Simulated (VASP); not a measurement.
# Si12HO23 (a cell with a defect) in VASP: electric field gradients with PBE

Aim: the electric field gradients of Si12HO23 (a cell with a defect) with PBE.

Program: VASP 6.6.1. These are calculated values, not measurements. Logs are shortened: lines on timing, memory, paths and dates and some standing lists are left out, and cuts for length are marked.

### 1 Starting point

The cell holds a defect, 36 atoms: a = 8.780 Å, b = 8.780 Å, c = 8.558 Å, α = 90.00°, β = 90.00°, γ = 120.00°.

### 2 Electric field gradients, PBE

INCAR reads:

```
PREC = Accurate
ENCUT = 520
EDIFF = 1E-8
ISMEAR = -1
SIGMA = 0.01
LREAL = Auto
LASPH = True
NELM = 100
ALGO = Fast
ISIF = 2
LWAVE = False
LCHARG = False
GGA = PE
LEFG = True
NELECT = 186.0
NBANDS = 118
```

KPOINTS reads:

```
regular mesh
0
Gamma
  3 3 2
```

POSCAR reads:

```
Si12HO23
1.0
    7.6036108327      4.3899467611      0.0000000000
   -7.6036108327      4.3899467611      0.0000000000
    0.0000000000      0.0000000000      8.5584885400
Si H O
12 1 23
Direct
    0.3333333333      0.0000000000      0.9371258000
    0.6666666667      0.6666666667      0.9371258000
    0.0000000000      0.3333333333      0.9371258000
    0.3333333333      0.0000000000      0.5628742000
    0.6666666667      0.6666666667      0.5628742000
    0.0000000000      0.3333333333      0.5628742000
    0.3333333333      0.3333333333      0.0628742000
    0.6666666667      0.0000000000      0.0628742000
    0.0000000000      0.6666666667      0.0628742000
    0.3333333333      0.3333333333      0.4371258000
    0.6666666667      0.0000000000      0.4371258000
    0.0000000000      0.6666666667      0.4371258000
    0.1404195817      0.2808391633      0.0000000000
    0.4737529150      0.9475058300      0.0000000000
    0.8070862483      0.6141724967      0.0000000000
    0.2808391633      0.1404195817      0.5000000000
    0.6141724967      0.8070862483      0.5000000000
    0.9475058300      0.4737529150      0.5000000000
    0.1929137517      0.8070862483      0.5000000000
    0.5262470850      0.4737529150      0.5000000000
    0.8595804183      0.1404195817      0.5000000000
    0.3858275033      0.1929137517      0.0000000000
    0.7191608367      0.8595804183      0.0000000000
    0.0524941700      0.5262470850      0.0000000000
    0.1929137517      0.3858275033      0.5000000000
    0.5262470850      0.0524941700      0.5000000000
    0.8595804183      0.7191608367      0.5000000000
    0.3333333333      0.0000000000      0.7500000000
    0.6666666667      0.6666666667      0.7500000000
    0.0000000000      0.3333333333      0.7500000000
    0.3333333333      0.3333333333      0.2500000000
    0.6666666667      0.0000000000      0.2500000000
    0.0000000000      0.6666666667      0.2500000000
    0.1404195817      0.8595804183      0.0000000000
    0.4737529150      0.5262470850      0.0000000000
    0.8070862483      0.1929137517      0.0000000000
```

Potentials or basis: VASP PAW PBE potentials, release 64 (Si, H, O).

Launch:

```sh
$ cat potpaw_PBE.64/Si/POTCAR potpaw_PBE.64/H/POTCAR potpaw_PBE.64/O/POTCAR > POTCAR
$ mpirun -np 1 vasp_std > vasp.out
```

OUTCAR:

```text
PREC = Accurate
   ENCUT = 520
   EDIFF = 1E-8
   ISMEAR = -1
   LREAL = Auto
   LASPH = True
   NELM = 100
   ISIF = 2
   GGA = PE
   NELECT = 186.0

 ion  position               nearest neighbor table
   1  0.333  0.000  0.937-  28 1.60  34 1.61  14 1.61  22 1.61   7 3.12   9 3.12   8 3.12
   2  0.667  0.667  0.937-  29 1.60  15 1.61  23 1.61  35 1.61   8 3.12   9 3.12   7 3.12
   3  0.000  0.333  0.937-  30 1.60  36 1.61  13 1.61  24 1.61   7 3.12   8 3.12   9 3.12
   4  0.333  0.000  0.563-  28 1.60  19 1.61  16 1.61  26 1.61  10 3.12  12 3.12  11 3.12
   5  0.667  0.667  0.563-  29 1.60  17 1.61  27 1.61  20 1.61  11 3.12  12 3.12  10 3.12
   6  0.000  0.333  0.563-  30 1.60  21 1.61  18 1.61  25 1.61  10 3.12  11 3.12  12 3.12
   7  0.333  0.333  0.063-  31 1.60  22 1.61  13 1.61  35 1.61   1 3.12   3 3.12   2 3.12
   8  0.667  0.000  0.063-  32 1.60  36 1.61  23 1.61  14 1.61   2 3.12   3 3.12   1 3.12
   9  0.000  0.667  0.063-  33 1.60  34 1.61  24 1.61  15 1.61   2 3.12   1 3.12   3 3.12
  10  0.333  0.333  0.437-  31 1.60  25 1.61  16 1.61  20 1.61   4 3.12   6 3.12   5 3.12
  11  0.667  0.000  0.437-  32 1.60  21 1.61  26 1.61  17 1.61   5 3.12   6 3.12   4 3.12
  12  0.000  0.667  0.437-  33 1.60  19 1.61  27 1.61  18 1.61   5 3.12   4 3.12   6 3.12
  13  0.140  0.281  0.000-   7 1.61   3 1.61
  14  0.474  0.948  0.000-   1 1.61   8 1.61
  15  0.807  0.614  0.000-   2 1.61   9 1.61
  16  0.281  0.140  0.500-  10 1.61   4 1.61
  17  0.614  0.807  0.500-   5 1.61  11 1.61
[... 17 lines left out ...]
  35  0.474  0.526  0.000-   2 1.61   7 1.61
  36  0.807  0.193  0.000-   3 1.61   8 1.61

  LATTYP: Found a hexagonal cell.
 ALAT       =     8.7798935222
 C/A-ratio  =     0.9747827258

  Lattice vectors:

 A1 = (   7.6036108327,   4.3899467611,   0.0000000000)
 A2 = (  -7.6036108327,   4.3899467611,   0.0000000000)
 A3 = (   0.0000000000,   0.0000000000,   8.5584885400)

Analysis of symmetry for initial positions (statically):
=====================================================================
 Subroutine PRICEL returns:
 Original cell was already a primitive cell.

 Routine SETGRP: Setting up the symmetry group for a
 hexagonal supercell.

 Subroutine GETGRP returns: Found  2 space group operations
 (whereof  2 operations were pure point group operations)
 out of a pool of 24 trial point group operations.

The static configuration has the point symmetry C_2 .

Analysis of symmetry for dynamics (positions and initial velocities):
=====================================================================
 Subroutine PRICEL returns:
 Original cell was already a primitive cell.

 Routine SETGRP: Setting up the symmetry group for a
 hexagonal supercell.

 Subroutine GETGRP returns: Found  2 space group operations
 (whereof  2 operations were pure point group operations)
 out of a pool of 24 trial point group operations.

The dynamic configuration has the point symmetry C_2 .

 Subroutine INISYM returns: Found  2 space group operations
 (whereof  2 operations are pure point group operations),
 and found     1 'primitive' translations

----------------------------------------------------------------------------------------

                                     Primitive cell

  volume of cell :     571.3552

  direct lattice vectors                    reciprocal lattice vectors
     7.603610833  4.389946761  0.000000000     0.065758231  0.113896598  0.000000000
    -7.603610833  4.389946761  0.000000000    -0.065758231  0.113896598  0.000000000
     0.000000000  0.000000000  8.558488540     0.000000000  0.000000000  0.116843061

  length of vectors
     8.779893522  8.779893522  8.558488540     0.131516463  0.131516463  0.116843061

  position of ions in fractional coordinates (direct lattice)
     0.333333333  0.000000000  0.937125800
     0.666666667  0.666666667  0.937125800
     0.000000000  0.333333333  0.937125800
     0.333333333  0.000000000  0.562874200
     0.666666667  0.666666667  0.562874200
     0.000000000  0.333333333  0.562874200
[... 28 lines left out ...]
     0.473752915  0.526247085  0.000000000
     0.807086248  0.192913752  0.000000000

[... 103 lines left out ...]
   PSTRESS=    0.0 pullay stress
   NELECT =     186.0000    total number of electrons
   NUPDOWN=      -1.0000    fix difference up-down
   EMIN   =  10.00;   EMAX   =-10.00  energy-range for DOS
   EFERMI =   0.00;   METHOD = LEGACY
   ISMEAR =    -1;   SIGMA  =   0.01  broadening in eV -4-tet -1-fermi 0-gaus
   EFERMI_NEDOS =   21; number of points for ismear=-14 and -15
   IALGO  =     68    algorithm
   IMIX   =      4    mixing-type and parameters
     AMIX     =   0.40;   BMIX     =  1.00
     AMIX_MAG =   1.60;   BMIX_MAG =  1.00
  volume/ion in A,a.u.               =      15.87       107.10
  Fermi-wavevector in a.u.,A,eV,Ry     =   1.126187  2.128184 17.256223  1.268297
  Thomas-Fermi vector in A             =   2.262867
   LORBIT       =      0    0 simple, 1 ext, 2 COOP (PROOUT), +10 PAW based schemes
   GGA     = PE    functional components
   LHFCALC =     F    Hartree Fock is set to
   AEXX    =    0.0000 exact exchange contribution
   IVDW    =     0    specifies the selected vdW correction
   LEPSILON=     F    determine dielectric tensor
   LRPA    =     F    only Hartree local field effects (RPA)
 non-spin polarized calculation
 RMM-DIIS sequential band-by-band and
  energy-cutoff  :      520.00
  volume of cell :      571.36
 maximum number of plane-waves:     15414
 NGX is ok and might be reduce to    70
   NGX = 33   NGY = 33   NGZ = 31

 number of electron     185.9999921 magnetization

 Free energy of the ion-electron system (eV)
  ---------------------------------------------------
  ext. energy  EPLUGINS =         0.00000000
  ---------------------------------------------------
  free energy    TOTEN  =      -279.04216787 eV

  energy without entropy =     -279.04216787  energy(sigma->0) =     -279.04216787

 E-fermi :  -0.0442     XC(G=0):  -7.7419

 val. band max:       -0.3673703621   @ k =   0.0000   0.3333   0.0000
 cond. band min:       2.3625791402   @ k =   0.3333   0.0000   0.0000
 fundamental gap:      2.7299495022
 Fermi energy:        -0.0441636972

 k-point     1 :       0.0000    0.0000    0.0000
  band No.  band energies     occupation
      1     -20.2299      2.00000
      2     -19.9622      2.00000
      3     -19.6052      2.00000
      4     -19.4789      2.00000
      5     -19.4693      2.00000
      6     -19.3112      2.00000
[... 853 lines left out ...]
    104       8.3243      0.00000
    105       8.5268      0.00000
 [bands above 105 left out]

------------------------ aborting loop because EDIFF is reached ----------------------------------------

  FORCE on cell =-STRESS in cart. coord.  units (eV):
  Direction    XX          YY          ZZ          XY          YZ          ZX
  --------------------------------------------------------------------------------------
  -------------------------------------------------------------------------------------
  Total        4.1144458      5.8497964      6.2913358     -1.5028576     -0.8472298     -1.4674450
  in kB       11.5376066     16.4038250     17.6419767     -4.2142687     -2.3757767     -4.1149657
  external PRESSURE =      15.1944694 kB  Pullay stress =       0.0000000 kB

 VOLUME and BASIS-vectors are now :
 -----------------------------------------------------------------------------
  energy-cutoff  :      520.00
  volume of cell :      571.36
      direct lattice vectors                 reciprocal lattice vectors
     7.603610833  4.389946761  0.000000000     0.065758231  0.113896598  0.000000000
    -7.603610833  4.389946761  0.000000000    -0.065758231  0.113896598  0.000000000
     0.000000000  0.000000000  8.558488540     0.000000000  0.000000000  0.116843061

 POSITION                                       TOTAL-FORCE (eV/Angst)
 -----------------------------------------------------------------------------------
      2.53454      1.46332      8.02038         0.923417     -0.858321     -0.815079
      0.00000      5.85326      8.02038         0.262913      0.907378     -0.812365
     -2.53454      1.46332      8.02038        -2.806205     -0.532154     -1.177985
      2.53454      1.46332      4.81735         0.263025     -0.084746     -0.340473
      0.00000      5.85326      4.81735        -0.043293      0.257641     -0.288911
     -2.53454      1.46332      4.81735        -0.115951     -0.105619     -1.509097
[... 28 lines left out ...]
     -0.39915      4.38995      0.00000        -0.750348     -1.868250      0.268436
      4.66993      4.38995      0.00000         0.555938      1.440456     -0.165084
 -----------------------------------------------------------------------------------
    total drift:                               -0.003079      0.005339     -0.000000

  FREE ENERGIE OF THE ION-ELECTRON SYSTEM (eV)
  ---------------------------------------------------
  free  energy   TOTEN  =      -279.0421678709 eV

  energy  without entropy=     -279.0421678709  energy(sigma->0) =     -279.04216787

 Electric field gradients (V/A^2)
---------------------------------------------------------------------
 ion       V_xx      V_yy      V_zz      V_xy      V_xz      V_yz
---------------------------------------------------------------------
   1       2.045     1.581    -3.625    -3.104    -1.735     1.537
   2      -1.851     5.582    -3.731     1.114    -0.506    -3.290
   3      30.716   -14.559   -16.157    20.982    19.176     7.700
   4       0.484    -0.962     0.478    -0.480     0.474    -0.267
   5      -0.958     0.700     0.258    -0.404     0.001     0.510
   6      -2.610    -2.928     5.538     0.880    -1.069    -0.400
[... 28 lines left out ...]
  35     -46.538    91.419   -44.881    11.099     1.169   -39.077
  36     -19.886    72.912   -53.026    26.874     4.676   -41.581
---------------------------------------------------------------------

 Electric field gradients after diagonalization (V/A^2)
 (convention: |V_zz| > |V_xx| > |V_yy|)
----------------------------------------------------------------------
 ion       V_xx      V_yy      V_zz     asymmetry (V_yy - V_xx)/ V_zz
----------------------------------------------------------------------
   1      -4.214    -1.299     5.513       0.529
   2      -4.784    -2.014     6.798       0.407
   3     -23.121   -22.712    45.832       0.009
   4       1.093     0.024    -1.117       0.957
   5      -1.062    -0.029     1.091       0.947
   6      -3.680    -2.026     5.707       0.290
[... 28 lines left out ...]
  35     -56.927   -45.630   102.557       0.110
  36     -68.823   -22.000    90.823       0.516
----------------------------------------------------------------------

           NMR quadrupolar parameters

 Cq : quadrupolar parameter    Cq=e*Q*V_zz/h
 eta: asymmetry parameters     (V_yy - V_xx)/ V_zz
 Q  : nuclear electric quadrupole moment in mb (millibarn)
----------------------------------------------------------------------
 ion       Cq(MHz)       eta       Q (mb)
----------------------------------------------------------------------
   1       0.013       0.529       1.000
   2       0.016       0.407       1.000
   3       0.111       0.009       1.000
   4      -0.003       0.957       1.000
   5       0.003       0.947       1.000
   6       0.014       0.290       1.000
[... 28 lines left out ...]
  35       0.248       0.110       1.000
  36       0.220       0.516       1.000
----------------------------------------------------------------------
```

Run time: 21 min. Hardware: 1 thread of Intel Xeon 6975P-C (Granite Rapids), shared host; peak memory 0.84 GiB.

Results:

```yaml
Free_energy: -279.0422 eV
Largest_force: 3.090 eV/Å
Band_gap_on_the_k_mesh: 2.73 eV, indirect (least direct gap 2.74 eV)
```

Forces on the atoms (eV/Å):
```
Si   0.923 -0.858 -0.815
Si   0.263  0.907 -0.812
Si  -2.806 -0.532 -1.178
Si   0.263 -0.085 -0.340
Si  -0.043  0.258 -0.289
Si  -0.116 -0.106 -1.509
Si   1.864  2.164  1.178
Si   0.282 -1.229  0.815
Si  -0.917  0.226  0.812
Si   0.149  0.048  1.509
Si  -0.058 -0.270  0.340
Si  -0.201  0.166  0.289
H    0.043 -0.075  0.000
O   -0.046  0.080  0.000
O    0.203 -0.351  0.000
O   -0.392 -0.081 -0.192
O   -0.119 -0.206 -0.014
O    0.186 -0.352  0.253
O    0.238  0.000  0.014
O    0.212 -0.337 -0.253
O    0.267  0.299  0.192
O   -1.525  0.239  0.165
O    0.059  0.315  0.023
O    1.993 -0.284 -0.268
O   -0.104  0.181  0.000
O   -0.144  0.249  0.000
O   -0.102  0.177  0.000
O   -0.151  0.096  0.532
O   -0.024 -0.150  0.484
O    0.769  0.250  1.974
O   -0.601 -0.541 -1.974
O   -0.008  0.179 -0.532
O    0.142 -0.055 -0.484
O   -0.303  0.106 -0.023
O   -0.750 -1.868  0.268
O    0.556  1.440 -0.165
```

Levels at points of the mesh, in eV from the valence-band top:
```csv
k point,band 90,band 91,band 92,band 93,band 94,band 95,band 96,band 97
"(0.00, 0.00, 0.00)",-0.41,-0.26,-0.12,-0.01,2.78,5.57,5.66,5.73
"(0.00, 0.00, 0.50)",-0.46,-0.44,-0.22,-0.18,2.79,5.53,5.63,6.28
```

Electric field gradients, principal values (V/Å²):
```csv
atom,Vxx,Vyy,Vzz
1 Si,-1.299,-4.214,5.513
2 Si,-2.014,-4.784,6.798
3 Si,-22.712,-23.121,45.832
4 Si,0.024,1.093,-1.117
5 Si,-0.029,-1.062,1.091
6 Si,-2.026,-3.680,5.707
7 Si,-22.711,-23.121,45.832
8 Si,-1.299,-4.214,5.513
9 Si,-2.014,-4.784,6.798
10 Si,-2.026,-3.680,5.706
11 Si,0.024,1.093,-1.116
12 Si,-0.029,-1.063,1.091
13 H,-9.056,-10.574,19.630
14 O,-33.286,-56.923,90.208
15 O,-40.714,-53.730,94.444
16 O,-41.735,-50.176,91.910
17 O,-40.533,-51.272,91.805
18 O,-42.562,-49.508,92.070
19 O,-40.539,-51.271,91.811
20 O,-42.562,-49.508,92.069
21 O,-41.735,-50.175,91.910
22 O,-21.993,-68.823,90.816
23 O,-36.884,-55.154,92.038
24 O,-45.630,-56.927,102.557
25 O,-42.842,-49.143,91.985
26 O,-41.135,-50.978,92.113
27 O,-40.035,-51.493,91.529
28 O,-47.767,-49.417,97.184
29 O,-47.689,-49.872,97.561
30 O,-40.308,-61.739,102.047
31 O,-40.307,-61.742,102.048
32 O,-47.764,-49.420,97.184
33 O,-47.690,-49.869,97.559
34 O,-36.884,-55.154,92.038
35 O,-45.630,-56.927,102.557
36 O,-22.000,-68.823,90.823
```

Caveat: the cell carries a net charge on a neutralising background, which shifts energy and pressure; the cell is charged against a uniform background, so pressure and absolute levels hang on convention.
